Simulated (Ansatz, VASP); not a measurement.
**GaAs in VASP and in Ansatz**

```xyz
2
Lattice="0.0000 2.8268 2.8268 2.8268 0.0000 2.8268 2.8268 2.8268 0.0000" Properties=species:S:1:pos:R:3 pbc="T T T"
As    4.2403    4.2403    4.2403
Ga    0.0000    0.0000    0.0000
```

Alike in both runs: task relaxation of cell and atoms; functional PBEsol0; k mesh 4 × 4 × 4; occupations fermi-dirac, width 0.05 eV; no spin polarisation.

|  | VASP | Ansatz |
| --- | --- | --- |
| version | VASP 6.6.1 | Ansatz 0.2.0 |
| potentials or method | VASP PAW PBE potentials, release 64 (As, Ga_d) | Ansatz PAW |
| plane-wave cutoff (eV) | 600 | 420 |
| valence electrons in the cell | 18 | 28 |

```tsv
	VASP	Ansatz	Ansatz less VASP
gap on the k mesh at the Fermi level, each at its own relaxed structure (eV)	2.21	2.14	-0.067
relaxed volume (Å³/atom)	22.23	22.31	+0.085
relaxed cell length with the largest relative difference (Å)	3.976	3.981	+0.0050
energy change over the relaxation (meV/atom)	-1	-1	+0.6
```

The two sets of potentials don't hold the same shells in valence.

Caveats: the k mesh is coarse (spacing up to 0.48 Å⁻¹), so the values aren't converged, least of all with exact exchange; the PAW data sets were made with another functional, which shifts forces and pressure a little (VASP); the plane-wave basis is chosen anew once the cell has moved, so the energies of steps on either side of that aren't comparable (Ansatz); the PAW data sets come from PBE, with cores solved anew for the run's functional, which leaves a small shift of forces and pressure (Ansatz). A k mesh can miss the band edges.
